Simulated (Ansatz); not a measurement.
## Cd: equation of state with PBEsol

Crystal: Cd.

```
CELL_PARAMETERS angstrom
2.97887 0.00000 0.00000
-1.48944 2.57978 0.00000
0.00000 0.00000 5.61765
ATOMIC_POSITIONS crystal
Cd 0.66667 0.33333 0.75000
Cd 0.33333 0.66667 0.25000
```

| Property | Result |
| --- | --- |
| Program | Ansatz 0.2.0 |
| Task | equation of state |
| Functional | PBEsol |
| Potentials or basis | Ansatz PAW earlier set |
| Cutoff | 520 eV |
| Density cutoff | 2080 eV |
| k mesh | 10 × 10 × 5 |
| Occupations | fermi-dirac, width 0.05 eV |
| Spin | no spin polarisation |

```json
{"Equilibrium volume": "21.01 Å³/atom", "Bulk modulus at fixed shape and positions": "63 GPa", "Pressure derivative of the bulk modulus": "5.8"}
```

Energy against volume, from the lowest point:
| volume (Å³/atom) | energy (meV/atom) |
| --- | --- |
| 20.290 | 5.02 |
| 20.722 | 0.60 |
| 21.154 | 0.00 |
| 21.585 | 2.73 |
| 22.017 | 8.35 |
| 22.449 | 16.48 |
| 22.880 | 26.77 |

All runs of the series together: 3.6 s on 2 threads of AMD EPYC 9R45 96-Core Processor (Zen 5) (shared host).

Caveat: the cell was scaled at fixed shape and fractional positions, which overstates the stiffness of a crystal with free parameters, most of all of layers and chains.
